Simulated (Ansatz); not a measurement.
Band structure of InP

```
CELL_PARAMETERS angstrom
0.00000 2.77056 2.77056
2.77056 0.00000 2.77056
2.77056 2.77056 0.00000
ATOMIC_POSITIONS crystal
In 0.00000 0.00000 0.00000
P 0.50000 0.50000 0.50000
```

Atom numbers follow the list: In1, P2.

The structure comes from a relaxation in the same program, started in the rocksalt type, and has space group Fm-3m. Whether it is a known phase or the ground state wasn't checked.

Spin–orbit coupling is left out, though it moves levels of the heavy atoms by tenths of an eV or more.

All numbers below come from DFT, PBE, all-electron LAPW, scalar-relativistic in Ansatz 0.2.0.

Settings: a Γ-centred 14×14×14 k mesh, Fermi–Dirac smearing of 0.08 eV, basis error target 0.5 meV/atom, no spin polarisation.

Points in fractions of the reciprocal vectors of this cell: Γ (0, 0, 0), X (0.5, 0, 0.5), U (0.625, 0.25, 0.625), K (0.375, 0.375, 0.75), L (0.5, 0.5, 0.5), W (0.5, 0.25, 0.75). The path joins them by straight lines in the order Γ–X–U–K–Γ–L–W–X; legs that retrace an earlier one aren't tabulated. Energies are in eV from the Fermi level.

(1) Is there a gap?

(2) List the levels between -14 and 3 eV at the symmetry points.

Results:

(1) none: bands cross the Fermi level, a metal.

(2) 
Γ: -11.99, -0.27 (×3), 0.52
X: -8.83, -4.92, -2.49, -2.31 (×2)
U: -8.90, -5.05, -4.35, -1.65, 0.17
K: -8.90, -5.05, -4.35, -1.65, 0.17
L: -9.92, -6.61, 0.15 (×2), 2.50
W: -8.79, -4.69, -3.85 (×2), 2.39
